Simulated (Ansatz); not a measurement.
# Al2O3 (Pnnm) in Ansatz: a series of runs

Aim: see how the results for Al2O3 move with the level of theory and the settings. Levels: RPBE, LDA. Tasks: band structure.

Everything below comes from runs of Ansatz 0.2.0. Logs are shortened: lines on timing, memory, paths and dates and some standing lists are left out, and cuts for length are marked.

## (1) Starting point

The structure is orthorhombic, space group Pnnm (No. 58). The conventional cell has a = 4.614 Å, b = 9.563 Å, c = 3.120 Å, α = 90.00°, β = 90.00°, γ = 90.00°. Al (site symmetry m) is surrounded by 4 O at 1.68 to 1.82 Å. Around O (site symmetry 2/m) lie 2 Al at 1.68 Å. Around O (site symmetry m) lie 3 Al at 1.82 Å.

Measurements of this composition are mostly on another form, of space group No. 167.

## (2) Band structure, RPBE

Input file input.yaml:

```yaml
crystal:
  lattice:
    - [4.613777, 0.0, 0.0]
    - [0.0, 9.563279, 0.0]
    - [0.0, 0.0, 3.119862]
  atoms:
    - { symbol: Al, position: [0.982975, 0.824573, 0.0] }
    - { symbol: Al, position: [0.017025, 0.175427, 0.0] }
    - { symbol: Al, position: [0.482975, 0.675427, 0.5] }
    - { symbol: Al, position: [0.517025, 0.324573, 0.5] }
    - { symbol: O, position: [0.5, 0.5, 0.5] }
    - { symbol: O, position: [0.123635, 0.75305, 0.5] }
    - { symbol: O, position: [0.376365, 0.25305, 0.0] }
    - { symbol: O, position: [0.623635, 0.74695, 0.0] }
    - { symbol: O, position: [0.0, 0.0, 0.0] }
    - { symbol: O, position: [0.876365, 0.24695, 0.5] }
hamiltonian:
  xc: rpbe
  pseudopotentials: { kind: paw }
kpoints:
  mp_grid: { grid: [6, 3, 9] }
  band_path:
    path:
      - [[0.0, 0.0, 0.0], [0.0, 0.0, 0.5], [0.5, 0.0, 0.5], [0.5, 0.0, 0.0], [0.0, 0.0, 0.0], [0.0, 0.5, 0.0], [0.0, 0.5, 0.5], [0.5, 0.5, 0.5], [0.5, 0.5, 0.0], [0.0, 0.5, 0.0]]
      - [[0.5, 0.0, 0.0], [0.5, 0.5, 0.0]]
      - [[0.0, 0.5, 0.5], [0.0, 0.0, 0.5]]
      - [[0.5, 0.0, 0.5], [0.5, 0.5, 0.5]]
    npoints: 10
scf:
  occupations: { method: fermi_dirac, width: 0.05 }
  n_extra_bands: 25
output:
  forces: true
  stress: true
  eigenvalues: true
  fatbands: false
```

Potentials or basis: Ansatz PAW.

The run is started by

```sh
$ ansatz run input.yaml --threads 4 --pin off --max-ram 11264MiB --backend cpu --events-out ev --progress --plain --runs-dir out
```

The log of the run:

```text
Warning: RAYON_NUM_THREADS=4 ignored (pool sized by the plan → 4); use --threads N
scf.n_extra_bands = 25 over 24 filled bands (N_el = 48.0): the run solves 49 bands
Engine: ansatz 0.2.0, aarch64-unknown-linux-gnu
Pseudopotentials: kind: paw
Pseudopotential: Al, paw, valence charge 3, recommended cutoff 420 eV (normal), Al.paw.azcp
Pseudopotential: O, paw, valence charge 6, recommended cutoff 420 eV (normal), O.paw.azcp
Functional definition: RPBE
  parameter kappa = 0.804
  parameter beta = 0.06672455060314922
  exchange = rpbe_x(kappa = kappa, mu = beta*pi^2/3)
  correlation = pbe_c(beta = beta)
Crystal: 10 atoms, lattice volume = 137.657 Å³
Basis set: ecut = 420 eV, 2707 PW (Γ), exchange–correlation on 64×128×48 points (8 copies of the dense FFT grid, shifted against one another)
Bands: 49, of which v1, the nominal top of the filled ones, is band 24 counted from 1 (23 counted from 0)
Symmetry: 8 space group operations
Space group: Pnnm (ITA 58), of the structure as read, at distance tolerance 5.2e-5 Å
k-points: 40 of 162
Non-local potential: Al, projectors of the file, l = 0: 2, l = 1: 2, l = 2: 1
Non-local potential: O, projectors of the file, l = 0: 2, l = 1: 2, l = 2: 1
PAW form: soft (Blöchl's): semilocal exchange-correlation on the pseudo side does not see the compensation charge
PAW frozen core: Al, regenerated for the run's functional, and the local potential with it (the file was generated under x = pbe(κ = 0.804, μ = 0.2195149727645171), c = pbe(β = 0.06672455060314922))
PAW frozen core: O, regenerated for the run's functional, and the local potential with it (the file was generated under x = pbe(κ = 0.804, μ = 0.2195149727645171), c = pbe(β = 0.06672455060314922))
PAW one-centre angular grid: Al, 110 points (default); XC on 64 Gauss nodes
PAW one-centre angular grid: O, 110 points (default); XC on 64 Gauss nodes
Initial density: superposition of atomic densities (neutral atoms: chi_scale 0, normalization atom), corrected by the library's trained network
Initial wavefunctions: pseudopotential atomic-orbital guess
Functional: x = rpbe, c = pbe(β = 0.06672455060314922)
SCF iter   1: F=—  HF=-5590.849053 eV  |F-HF|=—  |Δ(HF+E_count)|=         —  Δρ=3.84e-3  dr2=1.97e-2  ethr=1.77e-3  ⟨swp⟩=5.8  Hψ=9445  notcnv=0  defer=362
preconditioner: auto → Resta (q_TF=auto, 2.289 Å⁻¹)  ε∞=2.4  [insulator: Δε(μ)=3.711 eV  Ē_g=18.592 eV  σ=0.050 eV  W_gap=1.00  n_scr=22 (ndim 8)  ℏωp=21.9 eV  f_vac=0.149  D(μ)=0.00/eV (n_scr^D=0)  ε∞_Penn≈2.4]
SCF iter   2: F=—  HF=-5590.843350 eV  |F-HF|=—  |Δ(HF+E_count)|=   5.70e-3  Δρ=1.99e-3  dr2=2.09e-3  ethr=4.10e-5  ⟨swp⟩=2.5  Hψ=3295  notcnv=0  defer=730
SCF iter   3: F=—  HF=-5590.842191 eV  |F-HF|=—  |Δ(HF+E_count)|=   1.16e-3  Δρ=8.57e-4  dr2=6.90e-4  ethr=4.36e-6  ⟨swp⟩=2.2  Hψ=2101  notcnv=0  defer=730
SCF iter   4: F=—  HF=-5590.842185 eV  |F-HF|=—  |Δ(HF+E_count)|=   5.63e-6  Δρ=1.54e-4  dr2=2.46e-5  ethr=1.44e-6  ⟨swp⟩=2.0  Hψ=2204  notcnv=0  defer=730
SCF iter   5: F=—  HF=-5590.841144 eV  |F-HF|=—  |Δ(HF+E_count)|=   1.04e-3  Δρ=8.73e-5  dr2=7.01e-6  ethr=5.12e-8  ⟨swp⟩=2.0  Hψ=2225  notcnv=0  defer=730
SCF iter   6: F=—  HF=-5590.841147 eV  |F-HF|=—  |Δ(HF+E_count)|=   3.80e-6  Δρ=3.50e-5  dr2=1.35e-6  ethr=1.46e-8  ⟨swp⟩=2.0  Hψ=1936  notcnv=0  defer=730
SCF iter   7: F=—  HF=-5590.841149 eV  |F-HF|=—  |Δ(HF+E_count)|=   1.14e-6  Δρ=9.24e-6  dr2=1.06e-7  ethr=2.82e-9  ⟨swp⟩=2.0  Hψ=1948  notcnv=0  defer=730
SCF iter   8: F=-5590.841149 eV  HF=-5590.841149 eV  |F-HF|=1.56e-10  |Δ(HF+E_count)|=   6.57e-8  Δρ=1.09e-6  dr2=1.77e-9  ethr=2.08e-10  ⟨swp⟩=14.2  Hψ=12627  notcnv=0
SCF 1 converged in 8 iterations: F = -5590.841149 eV  dr2 = 1.77e-9
NSCF: frozen V_eff on 124 k-points
SCF converged after 8 iterations
Free energy (F): -5590.841149 eV
Harris-Foulkes:  -5590.841149 eV  (|F-HF|=1.56e-10)
Internal energy: -5590.841149 eV  (E = F + TS)
E sigma→0 (E₀):  -5590.841149 eV
Fermi energy:    4.944910 eV
--- Per-component energies (eV) ---
  E_band       = -180.582600
  E_kinetic    = 1170.048989
  E_local      = -3052.801750  (includes V_loc(G=0)·N_el)
  E_nonlocal   = 320.664684
  E_hartree    = 1149.980741
  E_xc         = -610.425649
  E_vxc        = -688.716952  (∫ρ·V_xc dr)
  E_paw        = -2841.730714  (= ΣΔE_a)
  E_vpaw       = -229.753694  (= ΣTr[D̂ρ^β])
  E_aug_tail   = 0.014958  (compensation charges beyond the density's cutoff)
  E_ewald      = -1726.397955
  E_core_change = -0.194453  (= ΣΔE_core)
  E_smearing   = -0.000000  (= −TS)
  E_closure    = -0.000000  (closes the sum)
  Σ components = -5590.841149   (vs F -5590.841149, Δ=0.00e0)
--- Forces (eV/Å), atoms counted from 1 ---
  atom   1  Al    -0.03390050    -0.04642119     0.00000000
  atom   2  Al     0.03390050     0.04642119     0.00000000
  atom   3  Al    -0.03390050     0.04642119     0.00000000
  atom   4  Al     0.03390050    -0.04642119     0.00000000
  atom   5  O      0.00000000     0.00000000     0.00000000
  atom   6  O      0.13222101    -0.17285820     0.00000000
  atom   7  O     -0.13222101    -0.17285820     0.00000000
  atom   8  O      0.13222101     0.17285820     0.00000000
  atom   9  O      0.00000000     0.00000000     0.00000000
  atom  10  O     -0.13222101     0.17285820     0.00000000
  max |Σ_I F_I| component: 5.55e-17 eV/Å
--- Stress (GPa, compression-positive) ---
        3.937915       0.000000       0.000000
        0.000000       4.837615       0.000000
        0.000000       0.000000       0.274765
  P = ⅓ Tr σ = 3.0168 GPa (30.168 kbar)
--- Band table (eV; the first three rows and the last of 40) ---
  k-point 0: bands = ["-15.9867", "-15.9168", "-14.6954", "-14.6706", "-13.3847", "-13.2762", "-3.6428", "-3.1554", "-1.5784", "-1.2061", "-1.1961", "-1.1758", "-0.5929", "-0.2077", "-0.2030", "0.0295", "0.0440", "0.8285", "1.4158", "1.7067", "1.9940", "2.4976", "2.9630", "3.0223", "6.7086", "8.2179", "9.3902", "10.1025", "10.2802", "11.2676", "11.8154", "12.6831", "13.7780", "13.9224", "15.1079", "15.2372", "15.3957", "15.5623", "16.0024", "16.2280", "17.6810", "17.9968", "18.1599", "18.4085", "18.6151", "18.7705", "19.4136", "19.8650", "19.8950"]
  k-point 1: bands = ["-15.9183", "-15.8516", "-14.6904", "-14.6706", "-13.3660", "-13.2589", "-3.5363", "-3.0573", "-1.6557", "-1.4328", "-1.2506", "-1.2490", "-0.5413", "-0.3472", "-0.3238", "-0.2431", "-0.0602", "0.8359", "1.3778", "1.6224", "2.0365", "2.4753", "2.7518", "2.8554", "7.1522", "8.5659", "9.6897", "10.4847", "10.5264", "11.5122", "12.0861", "12.6565", "13.6921", "14.0329", "15.0721", "15.2239", "15.2758", "15.3205", "15.9033", "16.0570", "16.7748", "17.1122", "17.6746", "18.1341", "18.5938", "18.6865", "19.8284", "20.5066", "20.5721"]
  k-point 2: bands = ["-15.7265", "-15.6693", "-14.6941", "-14.6851", "-13.3156", "-13.2170", "-3.2398", "-2.7764", "-2.0908", "-1.9358", "-1.6119", "-1.0676", "-1.0371", "-0.5209", "-0.4848", "-0.4024", "-0.2660", "0.8195", "1.2633", "1.3547", "2.1337", "2.3662", "2.4138", "2.4825", "8.1829", "9.3613", "10.2288", "11.2899", "11.2928", "12.0542", "12.6598", "12.9023", "13.5138", "14.3144", "14.3358", "14.9353", "14.9719", "15.2405", "15.2849", "15.6768", "15.8146", "16.3497", "17.2526", "17.5628", "18.6093", "18.7831", "19.6888", "19.7277", "20.0738"]
  k-point 39: bands = ["-15.0067", "-15.0067", "-14.9972", "-14.9972", "-13.1793", "-13.1793", "-3.6906", "-3.6906", "-3.4113", "-3.4113", "-0.7830", "-0.7830", "-0.6942", "-0.6942", "-0.3245", "-0.3245", "0.7664", "0.7664", "1.0265", "1.0265", "1.9506", "1.9506", "2.3554", "2.3554", "10.3284", "10.3284", "11.2495", "11.2495", "11.5032", "11.5032", "11.9508", "11.9508", "13.4394", "13.4394", "14.0570", "14.0570", "15.3296", "15.3296", "15.5572", "15.5572", "15.7530", "15.7530", "16.7577", "16.7577", "17.7964", "17.7964", "20.4818", "20.4818", "21.2521"]
```

It took 9.5 s on 4 threads of Arm Neoverse V2, shared host; peak memory 0.65 GiB.

Results:

```yaml
Free_energy: -5590.8411 eV
Pressure: 3.0 GPa
Largest_force: 0.218 eV/Å
Band_gap_on_the_k_mesh: 3.69 eV, direct
Band_gap_along_the_path: 3.69 eV, direct
```

Forces in eV/Å, atoms in the order of the input:
```
Al  -0.034 -0.046  0.000
Al   0.034  0.046  0.000
Al  -0.034  0.046  0.000
Al   0.034 -0.046  0.000
O    0.000  0.000  0.000
O    0.132 -0.173  0.000
O   -0.132 -0.173  0.000
O    0.132  0.173  0.000
O    0.000  0.000  0.000
O   -0.132  0.173  0.000
```

Levels at the corners of the path, in eV from the valence-band top:
| point | band 22 | band 23 | band 24 | band 25 | band 26 | band 27 |
| --- | --- | --- | --- | --- | --- | --- |
| Γ | -0.52 | -0.06 | 0.00 | 3.69 | 5.20 | 6.37 |
| X | -1.06 | -0.71 | -0.71 | 7.90 | 7.90 | 8.24 |
| S | -1.20 | -0.56 | -0.56 | 7.14 | 7.14 | 8.28 |
| Y | -0.87 | -0.02 | -0.02 | 6.17 | 6.17 | 6.70 |
| Γ | -0.52 | -0.06 | 0.00 | 3.69 | 5.20 | 6.37 |
| Z | -0.73 | -0.03 | -0.03 | 4.34 | 4.34 | 6.73 |
| U | -1.13 | -0.61 | -0.61 | 7.81 | 7.81 | 8.29 |
| R | -1.03 | -0.72 | -0.72 | 7.35 | 7.35 | 8.23 |
| T | -0.80 | -0.02 | -0.02 | 6.14 | 6.14 | 6.66 |
| Z | -0.73 | -0.03 | -0.03 | 4.34 | 4.34 | 6.73 |
| Y | -0.87 | -0.02 | -0.02 | 6.17 | 6.17 | 6.70 |
| T | -0.80 | -0.02 | -0.02 | 6.14 | 6.14 | 6.66 |
| U | -1.13 | -0.61 | -0.61 | 7.81 | 7.81 | 8.29 |
| X | -1.06 | -0.71 | -0.71 | 7.90 | 7.90 | 8.24 |
| S | -1.20 | -0.56 | -0.56 | 7.14 | 7.14 | 8.28 |
| R | -1.03 | -0.72 | -0.72 | 7.35 | 7.35 | 8.23 |

Caveat: the pressure holds a Pulay correction of +0.5 GPa for the finite cutoff; the PAW data sets come from PBE, with cores solved anew for the run's functional, which leaves a small shift of forces and pressure. Expect the measured gap to be larger: semilocal functionals such as RPBE lack the derivative discontinuity.

## (3) Band structure, LDA

input.yaml, as its differences from that of step 2:

```diff
@@ -17,3 +17,3 @@
 hamiltonian:
-  xc: rpbe
+  xc: lda
   pseudopotentials: { kind: paw }
@@ -35,2 +35,2 @@
   eigenvalues: true
-  fatbands: false
+  fatbands: true
```

Potentials or basis: Ansatz PAW.

The run is started by

```sh
$ ansatz run input.yaml --threads 4 --pin off --max-ram 11264MiB --backend cpu --events-out ev --progress --plain --runs-dir out
```

It took 14 s on 4 threads of Arm Neoverse V1, shared host; peak memory 0.64 GiB.

The run converged. Its results:

```
Free energy             : -5397.4594 eV
Pressure                : -6.5 GPa
Largest force           : 0.203 eV/Å
Band gap on the k mesh  : 3.36 eV, direct
Band gap along the path : 3.36 eV, direct
```

Forces in eV/Å, atoms in the order of the input:
```
Al  -0.078  0.025  0.000
Al   0.078 -0.025  0.000
Al  -0.078 -0.025  0.000
Al   0.078  0.025  0.000
O    0.000  0.000  0.000
O    0.201  0.027  0.000
O   -0.201  0.027  0.000
O    0.201 -0.027  0.000
O    0.000  0.000  0.000
O   -0.201 -0.027  0.000
```

Stress tensor (GPa, compression positive):
```
-4.47  0.00  0.00
 0.00 -5.25  0.00
 0.00  0.00 -9.83
```

Levels at the corners of the path, in eV from the valence-band top:
```
point  band 22  band 23  band 24  band 25  band 26  band 27
    Γ    -0.51    -0.06     0.00     3.36     4.93     5.91
    X    -1.08    -0.71    -0.71     7.50     7.50     7.79
    S    -1.23    -0.56    -0.56     6.69     6.69     7.84
    Y    -0.89    -0.02    -0.02     5.83     5.83     6.35
    Γ    -0.51    -0.06     0.00     3.36     4.93     5.91
    Z    -0.72    -0.03    -0.03     4.03     4.03     6.31
    U    -1.15    -0.61    -0.61     7.42     7.42     7.83
    R    -1.05    -0.73    -0.73     6.88     6.88     7.87
    T    -0.81    -0.02    -0.02     5.83     5.83     6.28
    Z    -0.72    -0.03    -0.03     4.03     4.03     6.31
    Y    -0.89    -0.02    -0.02     5.83     5.83     6.35
    T    -0.81    -0.02    -0.02     5.83     5.83     6.28
    U    -1.15    -0.61    -0.61     7.42     7.42     7.83
    X    -1.08    -0.71    -0.71     7.50     7.50     7.79
    S    -1.23    -0.56    -0.56     6.69     6.69     7.84
    R    -1.05    -0.73    -0.73     6.88     6.88     7.87
```

Caveat: the pressure holds a Pulay correction of +0.7 GPa for the finite cutoff; the PAW data sets come from PBE, with cores solved anew for the run's functional, which leaves a small shift of forces and pressure.
